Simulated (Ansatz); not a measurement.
Stackings of close-packed layers of NaCl (capitals for Na, lower case for the other element), each relaxed to a stress under 0.05 GPa; energies count from the stacking AcBaCb (Fm-3m).

Level of theory: DFT PBE, scalar-relativistic, plane waves, PAW in Ansatz 0.2.0.

Plane waves to 420 eV, a k mesh through Γ of 9×9×2 on the computed 12-atom cell and Gaussian smearing (0.02 eV); no spin polarisation.

Start (AcBaCbAbCaBc):

```yaml
crystal:
  lattice:
    - [4.02673, 0.00000, 0.00000]
    - [-2.01337, 3.48725, 0.00000]
    - [0.00000, 0.00000, 19.72690]
  atoms:
    - { symbol: Na, position: [0.00000, 0.00000, 0.00000] }
    - { symbol: Cl, position: [0.66667, 0.33333, 0.08333] }
    - { symbol: Na, position: [0.33333, 0.66667, 0.16667] }
    - { symbol: Cl, position: [0.00000, 0.00000, 0.25000] }
    - { symbol: Na, position: [0.66667, 0.33333, 0.33333] }
    - { symbol: Cl, position: [0.33333, 0.66667, 0.41667] }
    - { symbol: Na, position: [0.00000, 0.00000, 0.50000] }
    - { symbol: Cl, position: [0.33333, 0.66667, 0.58333] }
    - { symbol: Na, position: [0.66667, 0.33333, 0.66667] }
    - { symbol: Cl, position: [0.00000, 0.00000, 0.75000] }
    - { symbol: Na, position: [0.33333, 0.66667, 0.83333] }
    - { symbol: Cl, position: [0.66667, 0.33333, 0.91667] }
```

Problem. What does the relaxation give?

Solution. The free energy falls by 7 meV/atom.

| Quantity | Value |
| --- | --- |
| excess energy (meV/atom) | 20.5 |
| spacing of like layers (Å) | 3.382 |
| a (Å) | 3.990 |
| gap on the mesh (eV) | 4.81 |

Relaxed structure:
```yaml
crystal:
  lattice:
    - [3.98965, 0.00000, 0.00000]
    - [-1.99483, 3.45514, 0.00000]
    - [0.00000, 0.00000, 20.28933]
  atoms:
    - { symbol: Na, position: [0.00000, 0.00000, 0.00000] }
    - { symbol: Cl, position: [0.66667, 0.33333, 0.08674] }
    - { symbol: Na, position: [0.33333, 0.66667, 0.16843] }
    - { symbol: Cl, position: [0.00000, 0.00000, 0.25000] }
    - { symbol: Na, position: [0.66667, 0.33333, 0.33157] }
    - { symbol: Cl, position: [0.33333, 0.66667, 0.41326] }
    - { symbol: Na, position: [0.00000, 0.00000, 0.50000] }
    - { symbol: Cl, position: [0.33333, 0.66667, 0.58674] }
    - { symbol: Na, position: [0.66667, 0.33333, 0.66843] }
    - { symbol: Cl, position: [0.00000, 0.00000, 0.75000] }
    - { symbol: Na, position: [0.33333, 0.66667, 0.83157] }
    - { symbol: Cl, position: [0.66667, 0.33333, 0.91326] }
```

An odd mesh misses points on the zone edge, so a gap read on it can be too wide.

The run took 120 s on 1 thread of Intel(R) Xeon(R) Platinum 8488C (Sapphire Rapids), with other jobs on the host, peak memory 0.7 GiB.